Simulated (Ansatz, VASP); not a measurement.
Two plane-wave programs on GaP

File INCAR:

```
SYSTEM = GaP
PREC = Accurate
ENCUT = 520
EDIFF = 1E-6
ISMEAR = -1
SIGMA = 0.05
LREAL = .FALSE.
LASPH = .TRUE.
NELM = 100
ALGO = Normal
ISIF = 2
LWAVE = .FALSE.
LCHARG = .TRUE.
GGA = PS
LELF = .TRUE.
LVHAR = .TRUE.
NBANDS = 26
```

The input KPOINTS:

```
regular mesh
0
G
  8 8 8
  0 0 0
```

Contents of POSCAR:

```
GaP
1.0
    1.9299744123      1.1142712464      6.3876490005
   -1.9299744123      1.1142712464      6.3876490005
    0.0000000000     -2.2285424929      6.3876490005
Ga P
2 2
Direct
    0.5646280000      0.5646280000      0.5646280000
    0.4353720000      0.4353720000      0.4353720000
    0.9426110000      0.9426110000      0.9426110000
    0.0573890000      0.0573890000      0.0573890000
```

The input input.yaml:

```yaml
crystal:
  lattice:
    - [1.9299744123, 1.1142712464, 6.3876490005]
    - [-1.9299744123, 1.1142712464, 6.3876490005]
    - [0.0, -2.2285424929, 6.3876490005]
  atoms:
    - { symbol: Ga, position: [0.564628, 0.564628, 0.564628] }
    - { symbol: Ga, position: [0.435372, 0.435372, 0.435372] }
    - { symbol: P, position: [0.942611, 0.942611, 0.942611] }
    - { symbol: P, position: [0.057389, 0.057389, 0.057389] }
hamiltonian:
  xc: pbesol
  pseudopotentials: { kind: paw }
kpoints:
  mp_grid: { grid: [8, 8, 8] }
scf:
  occupations: { method: fermi_dirac, width: 0.05 }
output:
  forces: true
  stress: true
  eigenvalues: true
```

Measurements of this composition are mostly on another form, of space group No. 216.

Alike in both runs: task single point; functional PBEsol; k mesh 8 × 8 × 8; occupations fermi-dirac, width 0.05 eV; no spin polarisation.

|  | VASP | Ansatz |
| --- | --- | --- |
| version | VASP 6.6.1 | Ansatz 0.2.0 |
| potentials or method | VASP PAW PBE potentials, release 64 (Ga_d, P) | Ansatz PAW |
| plane-wave cutoff (eV) | 520 | 420 |
| valence electrons in the cell | 36 | 36 |

|  | VASP | Ansatz | Ansatz less VASP |
| --- | --- | --- | --- |
| gap on the k mesh at the Fermi level (eV) | 0.74 | 0.73 | -0.011 |
| least direct gap on the mesh (eV) | 1.05 | 1.06 | +0.001 |
| pressure (GPa) | -1.5 | -1.4 | +0.03 |
| largest component of the traceless stress (GPa) | 0.43 | 0.44 | +0.012 |
| rms of the force components (eV/Å) | 0.065 | 0.069 | +0.0043 |

Atom by atom the forces differ by 0.006 eV/Å (rms over components). With one functional, cell and mesh, what is left measures potentials, basis and numerics.

Caveats: the PAW data sets were made with another functional, which shifts forces and pressure a little (VASP); the PAW data sets come from PBE, with cores solved anew for the run's functional, which leaves a small shift of forces and pressure (Ansatz). A hybrid or GW would open this gap; PBEsol tends to underestimate it. A k mesh can miss the band edges.
